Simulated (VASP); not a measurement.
**W under changes of volume**

One of the cells (16.744 Å³/atom); the others are scaled copies at fixed shape and fractional positions:

```
W
1.0
     5.11666    0.00000    0.00000
     0.00000    5.11666    0.00000
     0.00000    0.00000    5.11666
W
8
Cartesian
  2.5583 1.2792 0.0000
  2.5583 3.8375 0.0000
  3.8375 0.0000 2.5583
  1.2792 0.0000 2.5583
  0.0000 2.5583 3.8375
  0.0000 2.5583 1.2792
  2.5583 2.5583 2.5583
  0.0000 0.0000 0.0000
```

This isn't the form of W at room conditions, which is bcc.

```yaml
Program: VASP 6.6.1
Functional: PBEsol
Potentials_or_basis: VASP PAW PBE potentials, release 64 (W_sv)
Cutoff: 520 eV
k_mesh: 5 × 5 × 5
Occupations: fermi-dirac, width 0.05 eV
Spin: no spin polarisation
```

```tsv
volume (Å³/atom)	energy over the lowest point (meV/atom)	pressure (GPa)
15.431	?	?
15.759	1.54	4.1
16.088	0.00	-2.6
16.744	34.48	-13.9
17.073	67.97	-18.7
17.401	110.78	-23.0
```

Question: What does the run at 15.431 Å³/atom give?

Answer: Energy over the lowest point 17.51 meV/atom; pressure 11.5 GPa.

Worked out: A Birch-Murnaghan fit of order 3 (a polynomial in V^(-2/3)) to the other rows has its minimum at 15.96 Å³/atom with B0 = V·E''(V) = 320 GPa and B' = 4.3. It gives 17.50 meV/atom at 15.431 Å³/atom, against the run's 17.51, and -dE/dV = 11.6 GPa, against 11.5.

Energies are extrapolated to zero smearing.

Caveats: the PAW data sets were made with another functional, which shifts forces and pressure a little.
